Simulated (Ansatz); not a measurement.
## Sb: a sweep of one setting

```
CELL_PARAMETERS angstrom
3.36900 0.00000 0.00000
-1.68450 2.91764 0.00000
0.00000 0.00000 5.33000
ATOMIC_POSITIONS crystal
Sb 0.33333 0.66667 0.25000
Sb 0.66667 0.33333 0.75000
```

Atoms are numbered in the order listed.

The cell is COD entry 1539203, as deposited and not checked against the literature; nothing was relaxed.

Spin–orbit coupling is left out, though it moves levels of the heavy atoms by tenths of an eV or more.

All numbers below come from DFT, PBE, all-electron LAPW, scalar-relativistic in Ansatz 0.2.0.

Settings: a Γ-centred 12×12×7 k mesh, Fermi–Dirac smearing of 0.05 eV, basis error target 0.5 meV/atom, no spin polarisation. One setting is then changed at a time.

```tsv
filling	energy at zero smearing less the base's (meV/atom)	P (GPa)	cutoff chosen (eV)
Fermi–Dirac 0.05 eV (base)	0.0	3.03	178
tetrahedron	-0.3	–	178
cold 0.15 eV	0.0	3.03	178
Fermi–Dirac 0.15 eV	0.0	3.06	178
Fermi–Dirac 0.28 eV	-0.4	3.36	178
Methfessel–Paxton 0.2 eV	0.2	3.03	178
```
